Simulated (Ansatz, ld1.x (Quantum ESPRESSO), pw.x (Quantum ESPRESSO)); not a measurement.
**From atom to crystal: RRKJ potential for Bi (Z = 83)**

Bi (Z = 83), norm-conserving RRKJ (Kleinman–Bylander form), made with ld1.x (Quantum ESPRESSO) 7.5 (PBE, scalar-relativistic). Core [Xe] 4f14, reference 5d10 6s2 6p2 (charge +1). Waves: 6s (bound): rc 1.65 bohr; 5d (bound): rc 1.40 bohr; 6p (bound): rc 2.20 bohr. Local part: the p channel. Core correction: a·sin(br)/r model core inside 1.40 bohr.

Atomic tests: cutoffs needed: 90 Ry and 140 Ry (the cutoffs (Ry, on a coarse ladder) from which the occupation-weighted sum of valence levels, in a spherical-Bessel basis at the reference potential, stays within 10 and 1 mRy of its value at 400 Ry); ghost test: no extra level below or beside the all-electron valence levels (s, d, p, f tested) (spherical-Bessel basis up to 400 Ry, 20 bohr box); largest excitation error: -67 meV (all-electron minus pseudo) for 5d10 6s1 6p0, out of 7 test configurations.

Crystal test: fcc Bi in pw.x 7.5, no spin, 11³ k-points, Fermi–Dirac smearing 0.01 Ry, cutoffs 170/680 Ry. The reference is all-electron LAPW (Ansatz 0.2.0) with the same functional, mesh and smearing; V0 and B0 come from Birch–Murnaghan fits to the pressures at five volumes. Errors are pseudo minus all-electron; Δ is the rms difference of the E(V) curves that follow from these fits, minima aligned, over ±6 % about the mean V0. Mesh and smearing are coarse, so the numbers serve the comparison and aren't converged zero-temperature values; the lattice is a test structure that the element need not adopt.

| V (Å³/atom) | P all-electron (GPa) | P pseudo (GPa) |
| --- | --- | --- |
| 30.257 | 2.99 | 5.05 |
| 31.053 | 1.43 | 3.27 |
| 31.849 | 0.07 | 1.71 |
| 32.645 | -1.11 | 0.36 |
| 33.441 | -2.14 | -0.82 |

All-electron: a0 = 5.034 Å (V0 = 31.89 Å³/atom), B0 = 50.3 GPa.

Pseudopotential: mean pressure error (GPa): +1.67; a0 (Å): 5.085; a0 error (%): +1.02; B0 error (%): -0.6; Δ (meV/atom): 10.9. This is a poor potential for the solid.

At the middle volume, how do free energy and pressure move when the wave cutoff is lowered (ecutrho kept at four times it)?

```tsv
cutoff (Ry)	shift of F (meV/atom)	shift of P (GPa)
76	+200.0	-4.82
102	+18.5	-0.02
136	+5.0	-0.19
```

The run at the middle volume (56 k-points, 9 iterations) took about 99 s on one core of a shared host (Neoverse-V1, 32 threads, 247 GiB, load 16).
